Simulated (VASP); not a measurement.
Wanted: the native input for a VASP 6.6.1 run.

```yaml
Task: single point
Functional: PBE
Potentials_or_basis: VASP PAW PBE potentials, release 64 (Li_sv, F)
Cutoff: 520 eV
k_mesh: 6 × 6 × 4
Occupations: gaussian, width 0.1 eV
Spin: no spin polarisation
Dipole_correction: no
Further_INCAR_settings: ALGO = Normal; EDIFF = 1e-06; NBANDS = 18
```

The structure of LiF lies in POSCAR:

```
LiF
1.0
    3.0609398175      0.0000000000      0.0000000000
   -1.5304699087      2.6508516414      0.0000000000
    0.0000000000      0.0000000000      4.8073245700
Li F
2 2
Direct
    0.3333333300      0.6666666700      0.3811542600
    0.6666666700      0.3333333300      0.8811542600
    0.3333333300      0.6666666700      0.9938437400
    0.6666666700      0.3333333300      0.4938437400
```

Measurements of this composition are mostly on another form, of space group No. 225.

These files were run (other wordings do the same):

INCAR

```
SYSTEM = LiF
ALGO = Normal
EDIFF = 1E-6
ENCUT = 520
GGA = PE
ISIF = 2
ISMEAR = 0
LASPH = .True.
LCHARG = .True.
LELF = .True.
LREAL = .False.
LVHAR = .True.
LWAVE = .False.
NBANDS = 18
NELM = 100
PREC = Accurate
SIGMA = 0.1
```

KPOINTS

```
k-points
0
Gamma
  6 6 4
  0 0 0
```

Potentials or basis: VASP PAW PBE potentials, release 64 (Li_sv, F).

The run is started by

```sh
$ cat potpaw_PBE.64/Li_sv/POTCAR potpaw_PBE.64/F/POTCAR > POTCAR
$ mpirun -np 1 vasp_std > vasp.out
```

Results of the run:

| Quantity | Value |
| --- | --- |
| Band gap on the k mesh | 7.91 eV, direct |

Run time: 9.6 s on 1 thread of Intel(R) Xeon(R) Platinum 8559C (Emerald Rapids), on a shared host, peak memory 0.14 GiB.
